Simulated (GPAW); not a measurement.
**ZnS: equation of state with PBE**

**Measured values to compare with.**

From “Electronic, vibrational, and thermodynamic properties of ZnS (zincblende and rocksalt structure)”, 2009, arxiv:0911.5022, for a bulk crystal of ZnS: bulk modulus 76.9 GPa.

ZnS:

```xyz
2
Lattice="0.0000 2.7020 2.7020 2.7020 0.0000 2.7020 2.7020 2.7020 0.0000" Properties=species:S:1:pos:R:3 pbc="T T T"
Zn    4.0530    4.0530    4.0530
S     0.0000    0.0000    0.0000
```

```
Program             : GPAW 26.7.0
Task                : equation of state
Functional          : PBE
Potentials or basis : GPAW PAW data sets (gpaw-data 1.2.1)
Cutoff              : 600 eV
Basis               : pw
k mesh              : 9 × 9 × 9
Occupations         : fermi-dirac, width 0.05 eV
Spin                : no spin polarisation
Maxiter             : 150
Eos scales          : [0.94, 0.96, 0.98, 1.0, 1.02, 1.04, 1.06]
```

```
Equilibrium volume                      : 20.18 Å³/atom
Bulk modulus                            : 70 GPa
Pressure derivative of the bulk modulus : 4.4
```

Energy against volume, from the lowest point:
```csv
volume (Å³/atom),energy (meV/atom)
18.543,33.85
18.938,18.77
19.332,8.42
19.727,2.30
20.121,0.00
20.516,1.12
20.910,5.34
```

It took 2.5 min on 1 thread of Arm Neoverse V1, on a shared host, peak memory 0.21 GiB.

Against the measured bulk modulus of ZnS, 76.9 GPa (quoted in “Electronic, vibrational, and thermodynamic properties of ZnS (zincblende and rocksalt structure)”, 2009, arxiv:0911.5022), the calculated 70 GPa is off by -8.9 %. The fit is for a static lattice scaled at fixed shape and fixed fractional positions.

PBE usually gives volumes a little too large and moduli too small.
